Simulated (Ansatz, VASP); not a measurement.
**One calculation of I, two programs**

```
CELL_PARAMETERS angstrom
-2.10321 2.10321 2.10321
2.10321 -2.10321 2.10321
2.10321 2.10321 -2.10321
ATOMIC_POSITIONS crystal
I 0.00000 0.00000 0.00000
```

Change from the starting cell: volume scaled by 1.02.

Alike in both runs: task single point; functional PBE; k mesh 9 × 9 × 9; occupations fermi-dirac, width 0.05 eV; no spin polarisation.

|  | VASP | Ansatz |
| --- | --- | --- |
| version | VASP 6.6.1 | Ansatz 0.2.0 |
| potentials or method | VASP PAW PBE potentials, release 64 (I) | Ansatz PAW |
| plane-wave cutoff (eV) | 520 | 420 |
| valence electrons in the cell | 7 | 17 |

```csv
,VASP,Ansatz,Ansatz less VASP
gap on the k mesh at the Fermi level (eV),none,none,-
pressure (GPa),-0.6,-0.6,+0.02
```

A gap of «none» marks a metal or a gap that the smearing closes. The two sets of potentials don't hold the same shells in valence.

Caveats: an odd number of electrons without spin polarisation forces a metal; a magnetic or distorted state may lie lower. The runs have no spin-orbit coupling, so splittings on I are missing.
